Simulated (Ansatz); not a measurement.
Li2O:
```
Li2O
1.0
    0.00000     2.28637     2.28637
    2.28637     0.00000     2.28637
    2.28637     2.28637     0.00000
O Li
1 2
Direct
  0.00000   0.00000   0.00000
  0.25000   0.25000   0.25000
  0.75000   0.75000   0.75000
```

x, y and z are the axes in which the lattice vectors are written.

**Question.** Give the high-frequency dielectric tensor and the Born effective charge tensors of the independent atoms from DFPT, r²SCAN in the plane-wave PAW code Ansatz.

**Answer.** 
ε∞:
```
2.74  0.00  0.00
0.00  2.74  0.00
0.00  0.00  2.74
```
Z* of atom 1 (O), rows: field, columns: displacement, in e:
```
-1.80   0.00   0.00
 0.00  -1.80   0.00
 0.00   0.00  -1.80
```
Z* of atom 2 (Li), rows: field, columns: displacement, in e:
```
0.90  0.00  0.00
0.00  0.90  0.00
0.00  0.00  0.90
```

Static charges for comparison (Bader): O1 -1.73, Li2 +0.87 e. Born charges measure polarisation by displacement and can exceed these by far.

Space group Fm-3m (anti-fluorite). The r²SCAN relaxation kept the symmetry of its start.

Potentials: the later of the program's two PAW sets.
